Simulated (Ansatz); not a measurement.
# WS2: the cost of one run

Program: Ansatz 0.2.0. Level of theory: DFT PBE, scalar-relativistic, plane waves, PAW. These are calculated values, not measurements.

The COD entry's cell or inner coordinates are ideal or old and differ from later refinements, so a difference from it is no clean test against experiment.

1 further run of the same task is left out (for a known fault of the program). Runs told in other sessions of the task aren't counted.

### Step 1. The starting structure

Symmetry: P6_3/mmc, No. 194, hexagonal system. Conventional cell: a = 3.188 Å, b = 3.188 Å, c = 14.857 Å, α = 90.00°, β = 90.00°, γ = 120.00°. W (site symmetry -6m2) has 6 S at 2.42 Å in its first shell of neighbours. S (site symmetry 3m) is surrounded by 3 W at 2.42 Å.

Coordinates:

```
CELL_PARAMETERS angstrom
3.18783 0.00000 0.00000
-1.59391 2.76074 0.00000
0.00000 0.00000 14.85713
ATOMIC_POSITIONS crystal
W 0.33333 0.66667 0.25000
W 0.66667 0.33333 0.75000
S 0.33333 0.66667 0.64426
S 0.66667 0.33333 0.14426
S 0.33333 0.66667 0.85574
S 0.66667 0.33333 0.35574
```

The moments start at W 0.05 μB.

### Step 2. A single point with the electronic structure

Input file input.yaml:

```yaml
crystal:
  lattice:
    - [3.1878273111, 1.0e-10, 0.0]
    - [-1.5939136556, 2.7607394343, 0.0]
    - [0.0, 0.0, 14.8571278143]
  atoms:
    - { symbol: W, position: [0.3333333333, 0.6666666667, 0.25], spin: 0.05 }
    - { symbol: W, position: [0.6666666667, 0.3333333333, 0.75], spin: 0.05 }
    - { symbol: S, position: [0.3333333333, 0.6666666667, 0.6442570267] }
    - { symbol: S, position: [0.6666666667, 0.3333333333, 0.1442570267] }
    - { symbol: S, position: [0.3333333333, 0.6666666667, 0.8557429733] }
    - { symbol: S, position: [0.6666666667, 0.3333333333, 0.3557429733] }
basis:
  ecutwfc: 420
  ecutrho_ratio: 4
kpoints:
  mp_grid: { grid: [10, 10, 2] }
  band_path:
    path:
      - [[0.0, 0.0, 0.0], [0.5, 0.0, 0.0], [0.33333333, 0.33333333, 0.0], [0.0, 0.0, 0.0], [0.0, 0.0, 0.5], [0.5, 0.0, 0.5], [0.33333333, 0.33333333, 0.5], [0.0, 0.0, 0.5]]
      - [[0.5, 0.0, 0.5], [0.5, 0.0, 0.0]]
      - [[0.33333333, 0.33333333, 0.5], [0.33333333, 0.33333333, 0.0]]
    npoints: 14
hamiltonian:
  xc: pbe
scf:
  occupations: { method: gaussian, width: 0.05 }
  lower_state_search: "off"
  n_extra_bands: 20
output:
  forces: true
  stress: true
  eigenvalues: true
  populations: true
  dos: { projected: true, de: 0.02, nscf_kmesh: { grid: [15, 15, 3] } }
  bader: true
  write_density: true
  write_potential: true
  elf: true
  volumetric_format: npy
magnetization:
  spin_polarized: true
checkpoint:
  read: start.run
  write: ck
  compress: false
  write_wavefunctions: false
  write_every: 100000
```

The run starts from a saved state of the same cell, the folder start.run.

Run with:

```console
$ ansatz run input.yaml --threads 4 --pin off --max-ram 7168MiB --backend cpu --events-out ev --progress --plain --runs-dir out
```

**Question.** How long does this run take on 4 threads of Intel Xeon 6975P-C (Granite Rapids), shared host, and how much memory does it need?

About 18 s, with a peak of 1.1 GiB.
